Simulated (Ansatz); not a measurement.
SnS at a changed volume — S-33 NMR of the central transition

Cell: a COD entry, relaxed with PBE at fixed cell and then changed (volume scaled by 0.98, ions relaxed).

Space group Pnma (No. 62); a = 11.2440, b = 4.0228, c = 4.2135 Å.

| site | Wyckoff | site symmetry | x | y | z |
| --- | --- | --- | --- | --- | --- |
| Sn | 4c | .m. | 0.1192 | 0.2500 | 0.1082 |
| S | 4c | .m. | 0.8520 | 0.2500 | 0.4734 |

One atom of each set is listed.

The numbers come from a DFT calculation in Ansatz (PBE, plane waves and PAW, scalar-relativistic, 420 eV cutoff, Γ-centred 4×11×10 k-points, Fermi–Dirac smearing 0.02 eV).

S-33 has I = 3/2 and Q = -69.40 mb (Pyykkö 2018); at 21.1 T its Larmor frequency is ν₀ = 69.0 MHz. Only the quadrupole interaction is simulated: positions count from each site's isotropic chemical shift, and J coupling is left out, as are shift anisotropy and dipolar coupling, which fast spinning averages.

Simulated pattern of one S site (fast magic-angle spinning, Gaussian broadening 0.9 kHz):

(offset (kHz), height): (-19.77, 0), (-18.98, 3), (-18.18, 6), (-17.38, 6), (-16.59, 6), (-15.79, 7), (-15.00, 7), (-14.20, 7), (-13.40, 8), (-12.61, 22), (-11.81, 74), (-11.02, 69), (-10.22, 52), (-9.43, 46), (-8.63, 43), (-7.83, 42), (-7.04, 43), (-6.24, 45), (-5.45, 49), (-4.65, 57), (-3.85, 77), (-3.06, 100), (-2.26, 39), (-1.47, 2)

**Question.** Which |C_Q| and η does the pattern imply?

**Answer.** The pattern spans 16.7 kHz before broadening and its centre of gravity is at -7.64 kHz, which fixes P_Q; the places of the horns and steps fix η. That gives P_Q = 4.59 MHz, |C_Q| = 4.59 MHz and η = 0.06. The sign of C_Q can't be read from the pattern.

Without spin–orbit coupling (the program notes it for Sn) the gradients can shift somewhat, as the gap is small.

The relaxation (3 steps) took 1.9 min of wall time (1.9 min of CPU time) and 1.1 GiB at its peak, on 1 thread of Intel Xeon Platinum 8488C (Sapphire Rapids) (x86_64; 16 cores open to the job, memory cap 3.0 GiB, no GPU), a shared host with a load of 0.6 a core.
